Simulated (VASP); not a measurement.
# Ge (Cmcm) in VASP: a series of runs

The runs below take Ge through single point, with PBE.

All numbers are computed with VASP 6.6.1; they aren't measurements. Logs are shortened: lines on timing, memory, paths and dates and some standing lists are left out, and cuts for length are marked.

### 1 Starting point

It takes space group Cmcm (No. 63, orthorhombic). Conventional cell: a = 2.976 Å, b = 5.189 Å, c = 4.728 Å, α = 90.00°, β = 90.00°, γ = 90.00°. Ge (site symmetry m2m) has 12 Ge at 2.92 to 2.99 Å as nearest neighbours.

This isn't the form of Ge at room conditions, which is diamond.

### 2 Single point, PBE

Input file INCAR:

```
SYSTEM = Ge
PREC = Low
ENCUT = 550
EDIFF = 1E-6
ISMEAR = 0
SIGMA = 0.05
LREAL = .False.
LASPH = .True.
NELM = 100
ALGO = Normal
ISIF = 2
LWAVE = .False.
LCHARG = .False.
GGA = PE
ADDGRID = .False.
```

Input file KPOINTS:

```
regular mesh
0
Gamma
  9 9 5
  0 0 0
```

Input file POSCAR:

```
Ge
1.0
    1.4880529250     -2.5946896100      0.0000000000
    1.4880529250      2.5946896100      0.0000000000
    0.0000000000      0.0000000000      4.7275957900
Ge
2
Direct
    0.3334466300      0.6665533700      0.2500000000
    0.6665533700      0.3334466300      0.7500000000
```

Potentials or basis: VASP PAW PBE potentials, release 64 (Ge_d).

Command:

```
$ cat potpaw_PBE.64/Ge_d/POTCAR > POTCAR
$ mpirun -np 1 vasp_std > vasp.out
```

OUTCAR:

```text
SYSTEM = Ge
   PREC = Low
   ENCUT = 550
   EDIFF = 1E-6
   ISMEAR = 0
   LREAL = .False.
   LASPH = .True.
   NELM = 100
   ISIF = 2
   GGA = PE

 Found     75 irreducible k-points:

 Following reciprocal coordinates:
            Coordinates               Weight
  0.000000  0.000000  0.000000      1.000000
  0.111111  0.000000  0.000000      4.000000
  0.222222  0.000000  0.000000      4.000000
  0.333333  0.000000  0.000000      4.000000
  0.444444  0.000000  0.000000      4.000000
  0.111111  0.111111  0.000000      2.000000
   k-points           NKPTS =     75   k-points in BZ     NKDIM =     75   number of bands    NBANDS=     18
   number of dos      NEDOS =    301   number of ions     NIONS =      2
   total plane-waves  NPLWV =   9072
   dimension x,y,z NGX =    18 NGY =   18 NGZ =   28
   dimension x,y,z NGXF=    18 NGYF=   18 NGZF=   28
   ions per type =               2
   NGX,Y,Z   is equivalent  to a cutoff of  10.00, 10.00,  9.85 a.u.
   NGXF,Y,Z  is equivalent  to a cutoff of  10.00, 10.00,  9.85 a.u.
 SYSTEM =  Ge
   PREC   = low       normal or accurate (medium, high low for compatibility)
   ISTART =      0    job   : 0-new  1-cont  2-samecut
   ICHARG =      2    charge: 1-file 2-atom 10-const
   ISPIN  =      1    spin polarized calculation?
   LNONCOLLINEAR =      F non collinear calculations
   LSORBIT =      F    spin-orbit coupling
   LASPH  =      T    aspherical Exc in radial PAW
   ENCUT  =  550.0 eV  40.42 Ry    6.36 a.u.   5.72  5.72  9.04*2*pi/ulx,y,z
   NELM   =    100;   NELMIN=  2; NELMDL= -5     # of ELM steps
   EDIFF  = 0.1E-05   stopping-criterion for ELM
   LREAL  =      F    real-space projection
   EDIFFG = 0.1E-04   stopping-criterion for IOM
   NSW    =      0    number of steps for IOM
   IBRION =     -1    ionic relax: 0-MD 1-quasi-New 2-CG
   NFREE  =      0    steps in history (QN), initial steepest desc. (CG)
   ISIF   =      2    stress and relaxation
   ISYM   =      2    0-nonsym 1-usesym 2-fastsym
   POTIM  = 0.5000    time-step for ionic-motion
   TEBEG  =    0.0;   TEEND  =   0.0 temperature during run
   PSTRESS=    0.0 pullay stress
   NELECT =      28.0000    total number of electrons
   NUPDOWN=      -1.0000    fix difference up-down
   EMIN   =  10.00;   EMAX   =-10.00  energy-range for DOS
   EFERMI =   0.00;   METHOD = LEGACY
   ISMEAR =     0;   SIGMA  =   0.05  broadening in eV -4-tet -1-fermi 0-gaus
   EFERMI_NEDOS =   21; number of points for ismear=-14 and -15
   IALGO  =     38    algorithm
   IMIX   =      4    mixing-type and parameters
     AMIX     =   0.40;   BMIX     =  1.00
     AMIX_MAG =   1.60;   BMIX_MAG =  1.00
  volume/ion in A,a.u.               =      18.25       123.18
  Fermi-wavevector in a.u.,A,eV,Ry     =   1.498544  2.831837 30.553703  2.245634
  Thomas-Fermi vector in A             =   2.610289
   LORBIT       =      0    0 simple, 1 ext, 2 COOP (PROOUT), +10 PAW based schemes
   GGA     = PE    functional components
   LHFCALC =     F    Hartree Fock is set to
   AEXX    =    0.0000 exact exchange contribution
   IVDW    =     0    specifies the selected vdW correction
   LEPSILON=     F    determine dielectric tensor
   LRPA    =     F    only Hartree local field effects (RPA)
 non-spin polarized calculation
 Gauss-broadening in eV      SIGMA  =   0.05
  energy-cutoff  :      550.00
  volume of cell :       36.51
 maximum number of plane-waves:      1087
   NGX = 11   NGY = 11   NGZ = 19

 number of electron      27.9997363 magnetization

 Free energy of the ion-electron system (eV)
  ---------------------------------------------------
  ext. energy  EPLUGINS =         0.00000000
  ---------------------------------------------------
  free energy    TOTEN  =        -8.33190790 eV

  energy without entropy =       -8.32971349  energy(sigma->0) =       -8.33081070

 E-fermi :   7.1345     XC(G=0): -11.4670

 val. band max:        7.1280436922   @ k =  -0.4444   0.2222   0.2000
 cond. band min:       7.1439644873   @ k =   0.2222   0.2222   0.4000
 fundamental gap:      0.0159207951
 Fermi energy:         7.1344733372

 k-point     1 :       0.0000    0.0000    0.0000
  band No.  band energies     occupation
      1     -17.6140      2.00000
      2     -17.6029      2.00000
      3     -17.6017      2.00000
      4     -17.5996      2.00000
      5     -17.5937      2.00000
      6     -17.5909      2.00000
[... 10 lines left out ...]
     17      15.8782      0.00000
     18      17.1818      0.00000

 k-point     2 :       0.1111    0.0000    0.0000
  band No.  band energies     occupation
      1     -17.6180      2.00000
      2     -17.6060      2.00000
      3     -17.5921      2.00000
      4     -17.5899      2.00000
      5     -17.5865      2.00000
      6     -17.5846      2.00000
[... 10 lines left out ...]
     17      16.1631      0.00000
     18      16.6258      0.00000

 k-point     3 :       0.2222    0.0000    0.0000
  band No.  band energies     occupation
      1     -17.6355      2.00000
      2     -17.5999      2.00000
      3     -17.5984      2.00000
      4     -17.5959      2.00000
      5     -17.5829      2.00000
      6     -17.5651      2.00000
[... 10 lines left out ...]
     17      14.5274      0.00000
     18      15.6619      0.00000

 k-point     4 :       0.3333    0.0000    0.0000
  band No.  band energies     occupation
      1     -17.6533      2.00000
      2     -17.6156      2.00000
      3     -17.6065      2.00000
      4     -17.6019      2.00000
      5     -17.5673      2.00000
      6     -17.5449      2.00000
[... 10 lines left out ...]
     17      11.6393      0.00000
     18      14.2331      0.00000

 k-point     5 :       0.4444    0.0000    0.0000
  band No.  band energies     occupation
      1     -17.6643      2.00000
      2     -17.6280      2.00000
      3     -17.6129      2.00000
      4     -17.6052      2.00000
      5     -17.5560      2.00000
      6     -17.5537      2.00000
[... 10 lines left out ...]
     17       9.5764      0.00000
     18      13.5782      0.00000

 k-point     6 :       0.1111    0.1111    0.0000
  band No.  band energies     occupation
      1     -17.6172      2.00000
      2     -17.6164      2.00000
      3     -17.5963      2.00000
      4     -17.5911      2.00000
      5     -17.5819      2.00000
      6     -17.5774      2.00000
[... 10 lines left out ...]
     17      14.9001      0.00000
     18      15.3644      0.00000

 [... further k-points ...]

------------------------ aborting loop because EDIFF is reached ----------------------------------------

  FORCE on cell =-STRESS in cart. coord.  units (eV):
  Direction    XX          YY          ZZ          XY          YZ          ZX
  --------------------------------------------------------------------------------------
  -------------------------------------------------------------------------------------
  Total        0.6460826      0.4969859      1.0315772      0.0000000      0.0000000      0.0000000
  in kB       28.3546650     21.8112475     45.2728878      0.0000000      0.0000000      0.0000000
  external PRESSURE =      31.8129334 kB  Pullay stress =       0.0000000 kB

 VOLUME and BASIS-vectors are now :
 -----------------------------------------------------------------------------
  energy-cutoff  :      550.00
  volume of cell :       36.51
      direct lattice vectors                 reciprocal lattice vectors
     1.488052925 -2.594689610  0.000000000     0.336009554 -0.192701277  0.000000000
     1.488052925  2.594689610  0.000000000     0.336009554  0.192701277  0.000000000
     0.000000000  0.000000000  4.727595790     0.000000000  0.000000000  0.211524006

 POSITION                                       TOTAL-FORCE (eV/Angst)
 -----------------------------------------------------------------------------------
      1.48805      0.86431      1.18190         0.000000     -0.001700      0.000000
      1.48805     -0.86431      3.54570         0.000000      0.001700     -0.000000
 -----------------------------------------------------------------------------------
    total drift:                                0.000000     -0.000000      0.000000

  FREE ENERGIE OF THE ION-ELECTRON SYSTEM (eV)
  ---------------------------------------------------
  free  energy   TOTEN  =        -8.3319079017 eV

  energy  without entropy=       -8.3297134920  energy(sigma->0) =       -8.33081070
```

It took 9.5 s on 1 thread of Intel Xeon 6975P-C (Granite Rapids), shared host; peak memory 0.13 GiB.

The run converged, but some of its settings lie outside the range that counts as converged, so its numbers aren't taken as properties of the crystal.

What came out:

```
Free energy            : -8.3319 eV
Pressure               : 3.2 GPa
Band gap on the k mesh : none (metal or under the smearing width)
```

### 3 Single point, PBE

INCAR is that of step 2.

KPOINTS is that of step 2.

Input file POSCAR:

```
Ge
1.0
    1.4880529250     -2.5946896100      0.0000000000
    1.4880529250      2.5946896100      0.0000000000
    0.0000000000      0.0000000000      4.7275957900
Ge
2
Direct
    0.3592940000      0.6730280000      0.2256240000
    0.6679590000      0.3129580000      0.7530700000
```

Potentials or basis: VASP PAW PBE potentials, release 64 (Ge_d).

Command:

```
$ cat potpaw_PBE.64/Ge_d/POTCAR > POTCAR
$ mpirun -np 1 vasp_std > vasp.out
```

It took 24 s on 1 thread of Intel Xeon 6975P-C (Granite Rapids), shared host; peak memory 0.2 GiB.

The run converged, but some of its settings lie outside the range that counts as converged, so its numbers aren't taken as properties of the crystal.

What came out:

```
Free energy            : -8.3122 eV
Pressure               : 4.3 GPa
Largest force          : 0.407 eV/Å
Band gap on the k mesh : none (metal or under the smearing width)
```

### 4 Single point, PBE

INCAR: that of step 3 with these lines changed.

```diff
@@ -1,3 +1,3 @@
 SYSTEM = Ge
-PREC = Low
+PREC = Normal
 ENCUT = 550
```

KPOINTS is that of step 3.

Input file POSCAR:

```
Ge
1.0
    1.4880529250     -2.5946896100      0.0000000000
    1.4880529250      2.5946896100      0.0000000000
    0.0000000000      0.0000000000      4.7275957900
Ge
2
Direct
    0.3334466300      0.6665533700      0.2500000000
    0.6665533700      0.3334466300      0.7500000000
```

Command:

```
$ cat potpaw_PBE.64/Ge_d/POTCAR > POTCAR
$ mpirun -np 1 vasp_std > vasp.out
```

Wall time 9.3 s (1 thread of Intel Xeon 6975P-C (Granite Rapids), shared host); peak memory 0.15 GiB.

The run converged, but some of its settings lie outside the range that counts as converged, so its numbers aren't taken as properties of the crystal.

What came out:

| Quantity | Value |
| --- | --- |
| Free energy | -8.3340 eV |
| Pressure | 3.5 GPa |
| Band gap on the k mesh | none (metal or under the smearing width) |

### 5 Single point, PBE

INCAR is that of step 4.

KPOINTS is that of step 4.

Input file POSCAR:

```
Ge
1.0
    1.4880529250     -2.5946896100      0.0000000000
    1.4880529250      2.5946896100      0.0000000000
    0.0000000000      0.0000000000      4.7275957900
Ge
2
Direct
    0.3592940000      0.6730280000      0.2256240000
    0.6679590000      0.3129580000      0.7530700000
```

Potentials or basis: VASP PAW PBE potentials, release 64 (Ge_d).

Command:

```
$ cat potpaw_PBE.64/Ge_d/POTCAR > POTCAR
$ mpirun -np 1 vasp_std > vasp.out
```

OUTCAR:

```text
SYSTEM = Ge
   PREC = Normal
   ENCUT = 550
   EDIFF = 1E-6
   ISMEAR = 0
   LREAL = .False.
   LASPH = .True.
   NELM = 100
   ISIF = 2
   GGA = PE

 Found    203 irreducible k-points:

 Following reciprocal coordinates:
            Coordinates               Weight
  0.000000  0.000000  0.000000      1.000000
  0.111111  0.000000  0.000000      2.000000
  0.000000  0.111111  0.000000      2.000000
  0.222222  0.000000  0.000000      2.000000
  0.000000  0.222222  0.000000      2.000000
  0.333333  0.000000  0.000000      2.000000
   k-points           NKPTS =    203   k-points in BZ     NKDIM =    203   number of bands    NBANDS=     18
   number of dos      NEDOS =    301   number of ions     NIONS =      2
   total plane-waves  NPLWV =   9072
   dimension x,y,z NGX =    18 NGY =   18 NGZ =   28
   dimension x,y,z NGXF=    36 NGYF=   36 NGZF=   56
   ions per type =               2
   NGX,Y,Z   is equivalent  to a cutoff of  10.00, 10.00,  9.85 a.u.
   NGXF,Y,Z  is equivalent  to a cutoff of  20.01, 20.01, 19.69 a.u.
 SYSTEM =  Ge
   PREC   = normal    normal or accurate (medium, high low for compatibility)
   ISTART =      0    job   : 0-new  1-cont  2-samecut
   ICHARG =      2    charge: 1-file 2-atom 10-const
   ISPIN  =      1    spin polarized calculation?
[... 53 lines left out ...]

 E-fermi :   7.1675     XC(G=0): -11.4605

 val. band max:        7.1575655714   @ k =   0.2222   0.4444  -0.4000
 cond. band min:       7.1706774149   @ k =  -0.4444  -0.3333   0.4000
 fundamental gap:      0.0131118434
 Fermi energy:         7.1674745034

 k-point     1 :       0.0000    0.0000    0.0000
  band No.  band energies     occupation
      1     -17.6222      2.00000
      2     -17.6125      2.00000
      3     -17.6115      2.00000
      4     -17.6091      2.00000
      5     -17.6057      2.00000
      6     -17.5988      2.00000
[... 103 lines left out ...]
      5     -17.5750      2.00000
      6     -17.5465      2.00000
[... 10 lines left out ...]
     17      11.8079      0.00000
     18      14.1225      0.00000

 [... further k-points ...]

------------------------ aborting loop because EDIFF is reached ----------------------------------------

  FORCE on cell =-STRESS in cart. coord.  units (eV):
  Direction    XX          YY          ZZ          XY          YZ          ZX
  --------------------------------------------------------------------------------------
  -------------------------------------------------------------------------------------
  Total        0.7316266      0.7483245      1.3946697      0.0588113      0.0231886      0.0461375
  in kB       32.1089372     32.8417618     61.2079486      2.5810542      1.0176810      2.0248388
  external PRESSURE =      42.0528825 kB  Pullay stress =       0.0000000 kB

 VOLUME and BASIS-vectors are now :
 -----------------------------------------------------------------------------
  energy-cutoff  :      550.00
  volume of cell :       36.51
      direct lattice vectors                 reciprocal lattice vectors
     1.488052925 -2.594689610  0.000000000     0.336009554 -0.192701277  0.000000000
     1.488052925  2.594689610  0.000000000     0.336009554  0.192701277  0.000000000
     0.000000000  0.000000000  4.727595790     0.000000000  0.000000000  0.211524006

 POSITION                                       TOTAL-FORCE (eV/Angst)
 -----------------------------------------------------------------------------------
      1.53615      0.81404      1.06666         0.000889     -0.007309      0.397268
      1.45966     -0.92112      3.56021        -0.000889      0.007309     -0.397268
 -----------------------------------------------------------------------------------
    total drift:                                0.000157     -0.000147     -0.000021

  FREE ENERGIE OF THE ION-ELECTRON SYSTEM (eV)
  ---------------------------------------------------
  free  energy   TOTEN  =        -8.3077729760 eV

  energy  without entropy=       -8.3062698639  energy(sigma->0) =       -8.30702142
```

Run time: 24 s. Hardware: 1 thread of Intel Xeon 6975P-C (Granite Rapids), shared host; peak memory 0.21 GiB.

The run converged, but some of its settings lie outside the range that counts as converged, so its numbers aren't taken as properties of the crystal.

Results:

```yaml
Free_energy: -8.3078 eV
Pressure: 4.2 GPa
Largest_force: 0.397 eV/Å
Band_gap_on_the_k_mesh: none (metal or under the smearing width)
```

(Part 1 of 2 ends here.)
